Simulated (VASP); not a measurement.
Wanted: the native input for a VASP 6.6.1 run.

- Task: relaxation of cell and atoms
- Functional: PBE
- Dispersion: D3(BJ)
- Potentials or basis: VASP PAW PBE potentials, release 64 (C)
- Cutoff: 600 eV
- k mesh: 12 × 12 × 4
- Occupations: gaussian, width 0.03 eV
- Spin: no spin polarisation
- Further INCAR settings: ALGO = Normal; EDIFF = 1e-07; IBRION = 2; EDIFFG = -0.005; NSW = 90; ISIF = 3

The structure of C lies in POSCAR:

```
C                                       
1.0
    2.4648513586     -0.0000000000      0.0000000000
   -1.2324256793      2.1346238934     -0.0000000000
   -0.0000000000     -0.0000000000      6.6906076104
  C             
     4
Direct
     0.0000000000000000    0.0000000000000000    0.2500000000000000
     0.0000000000000000    0.0000000000000000    0.7500000000000000
     0.3333333300000021    0.6666666699999979    0.2500000000000000
     0.6666666699999979    0.3333333300000021    0.7500000000000000
```

The input as run:

INCAR

```
ALGO = Normal
EDIFF = 1E-7
EDIFFG = -0.005
ENCUT = 600
GGA = PE
IBRION = 2
ISIF = 3
ISMEAR = 0
IVDW = 12
LASPH = True
LCHARG = False
LREAL = False
LWAVE = False
NELM = 80
NSW = 90
PREC = Accurate
SIGMA = 0.03
```

KPOINTS

```
k-points
0
Gamma
  12 12 4
```

Potentials or basis: VASP PAW PBE potentials, release 64 (C).

Launch:

```bash
$ cat potpaw_PBE.64/C/POTCAR > POTCAR
$ mpirun -np 1 vasp_std > vasp.out
```

Results of the run:

```json
{
 "Relaxed volume": "8.79 Å³/atom",
 "Relaxed cell": "a = 2.465 Å, b = 2.465 Å, c = 6.682 Å, α = 90.00°, β = 90.00°, γ = 120.00°",
 "Space group after relaxing (to 0.05 Å)": "P6_3/mmc (No. 194)",
 "Energy gained by relaxing": "0.0 meV/atom",
 "Ionic steps": "6",
 "Pressure after relaxing": "0.0 GPa",
 "Band gap on the k mesh": "none (metal or under the smearing width)",
 "Dispersion energy per atom": "-0.157 eV"
}
```

It took 41 s on 1 thread of Intel(R) Xeon(R) Platinum 8488C (Sapphire Rapids), on a shared host, peak memory 0.17 GiB.
